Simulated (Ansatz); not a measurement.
## Cs: all-electron results

```
Cs
1.0
     0.00000    5.73373    5.73373
     5.73373    0.00000    5.73373
     5.73373    5.73373    0.00000
Cs
2
Direct
  0.00000 0.00000 0.00000
  0.25000 0.25000 0.25000
```

Atom numbers follow the list: Cs1, Cs2.

The cell was built from the diamond type and relaxed in the same program, and has space group Fd-3m; it needn't be a known or the stable phase.

No spin–orbit coupling, which matters for the heavy atoms here.

Method: Ansatz 0.2.0, DFT, PBE, all-electron LAPW, scalar-relativistic.

The runs use a Γ-centred 11×11×11 k mesh, Fermi–Dirac smearing of 0.05 eV, basis error target 0.25 meV/atom, no spin polarisation.

```json
{"Band gap": "none at this level of theory (metallic, semimetallic, or a small gap that the functional closes)", "Density of states at the Fermi level (0.2 eV bin)": "0.57 states/eV per cell", "Volume per atom": "1272.1 bohr³", "Pressure at this cell": "0.00 GPa"}
```
